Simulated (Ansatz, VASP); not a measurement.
# One calculation of MgO, two programs

Contents of INCAR:

```
SYSTEM = MgO
ALGO = Normal
EDIFF = 1E-7
ENCUT = 520
GGA = PE
ISIF = 2
ISMEAR = -1
LASPH = .TRUE.
LCHARG = .FALSE.
LREAL = .FALSE.
LWAVE = .FALSE.
NBANDS = 11
NELM = 100
PREC = Accurate
SIGMA = 0.02
```

Contents of KPOINTS:

```
k-points
0
G
  10 10 10
  0 0 0
```

The input POSCAR:

```
MgO
1.0
    0.0000000000      2.1021674166      2.1021674166
    2.1477844495      0.0000000000      2.1021674166
    2.1477844495      2.1021674166      0.0000000000
Mg O
1 1
Direct
    0.0000000000      0.0000000000      0.0000000000
    0.5000000000      0.5000000000      0.5000000000
```

Input for Ansatz:

```yaml
crystal:
  lattice:
    - [0.0, 2.1021674166, 2.1021674166]
    - [2.1477844495, 0.0, 2.1021674166]
    - [2.1477844495, 2.1021674166, 0.0]
  atoms:
    - { symbol: Mg, position: [0.0, 0.0, 0.0] }
    - { symbol: O, position: [0.5, 0.5, 0.5] }
kpoints:
  mp_grid: { grid: [10, 10, 10] }
  band_path:
    path:
      - [0.0, 0.0, 0.0]
      - [0.5, 0.0, 0.5]
      - [0.625, 0.25, 0.625]
      - [0.375, 0.375, 0.75]
      - [0.5, 0.5, 0.5]
      - [0.5, 0.25, 0.75]
    npoints: 1
hamiltonian:
  xc: pbe
scf:
  occupations: { method: fermi_dirac, width: 0.02 }
  n_extra_bands: 4
output:
  forces: true
  stress: true
  eigenvalues: true
```

Change from the starting cell: uniaxial_x strain +2.2%.

Alike in both runs: task single point; functional PBE; k mesh 10 × 10 × 10; occupations fermi-dirac, width 0.02 eV; no spin polarisation.

|  | VASP | Ansatz |
| --- | --- | --- |
| version | VASP 6.6.1 | Ansatz 0.2.0 |
| potentials or method | VASP PAW PBE potentials, release 64 (Mg, O) | plane waves, PAW |
| plane-wave cutoff (eV) | 520 | 420 |
| valence electrons in the cell | 8 | 16 |

```csv
,VASP,Ansatz,Ansatz less VASP
gap on the k mesh at the Fermi level (eV),4.54,4.56,+0.017
pressure (GPa),1.5,2.2,+0.73
largest component of the traceless stress (GPa),2.67,2.65,-0.017
```

The two sets of potentials don't hold the same shells in valence.
